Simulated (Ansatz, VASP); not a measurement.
ZrB3 in VASP and in Ansatz

```
CELL_PARAMETERS angstrom
4.19706 0.00000 0.00000
0.00000 4.19706 0.00000
0.00000 0.00000 4.19706
ATOMIC_POSITIONS crystal
Zr 0.00000 0.00000 0.00000
Zr 0.50000 0.50000 0.50000
B 0.00000 0.50000 0.25000
B 0.00000 0.50000 0.75000
B 0.25000 0.00000 0.50000
B 0.75000 0.00000 0.50000
B 0.50000 0.75000 0.00000
B 0.50000 0.25000 0.00000
```

Alike in both runs: task relaxation of cell and atoms; functional r2SCAN; k mesh 4 × 4 × 4; occupations gaussian, width 0.1 eV; no spin polarisation.

```csv
,VASP,Ansatz
version,VASP 6.6.1,Ansatz 0.2.0
potentials or method,"VASP PAW PBE potentials, release 64 (Zr_sv, B)","scalar-relativistic, plane waves, PAW"
plane-wave cutoff (eV),600,500
valence electrons in the cell,42,42
```

VASP gave:

```
gap on the k mesh at the Fermi level, each at its own relaxed structure (eV) : none
relaxed volume (Å³/atom)                                                     : 10.63
relaxed cell length with the largest relative difference (Å)                 : 4.397
energy change over the relaxation (meV/atom)                                 : -116
```

**Question.** Estimate Ansatz's values.

**Answer.** gap on the k mesh at the Fermi level, each at its own relaxed structure (eV): none; relaxed volume (Å³/atom): 10.60; relaxed cell length with the largest relative difference (Å): 4.393; energy change over the relaxation (meV/atom): -115.

A gap of «none» marks a metal or a gap that the smearing closes.

Caveats: the k mesh is coarse (spacing up to 0.37 Å⁻¹), so the values aren't converged; the volume moved by over 15 % at a fixed basis, so the end points are rough; the PAW data sets were made with another functional, which shifts forces and pressure a little (VASP).
